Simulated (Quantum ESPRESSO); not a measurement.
The system is AlN.

```xyz
4
Lattice="3.1130 0.0000 0.0000 -1.5565 2.6959 0.0000 0.0000 0.0000 4.9810" Properties=species:S:1:pos:R:3 pbc="T T T"
Al    1.5565    0.8986    2.4905
Al    0.0000    1.7973    0.0000
N     1.5565    0.8986    4.3833
N     0.0000    1.7973    1.8928
```

Base run:

| Quantity | Value |
| --- | --- |
| Program | Quantum ESPRESSO 7.5 |
| Functional | PBE |
| Potentials or basis | SSSP 1.3 efficiency PBE |
| Cutoff | 816 eV |
| Density cutoff | 6531 eV |
| k mesh | 10 × 10 × 6 |
| Occupations | fermi-dirac, width 0.05 eV |
| Spin | no spin polarisation |

Its results: band gap on the k mesh 4.23 eV, direct; pressure 3.8 GPa; largest force 0.131 eV/Å.

Q: The run is repeated on the same cell with these changes: potentials or basis from SSSP 1.3 efficiency PBE to PseudoDojo 0.5 SR PBE stringent; cutoff from 816 eV to 1143 eV; density cutoff from 6531 eV to 4572 eV. What comes out?

A: Band gap on the k mesh 4.22 eV, direct; pressure 3.4 GPa; largest force 0.131 eV/Å.

Caveats: some levels on the path didn't converge.
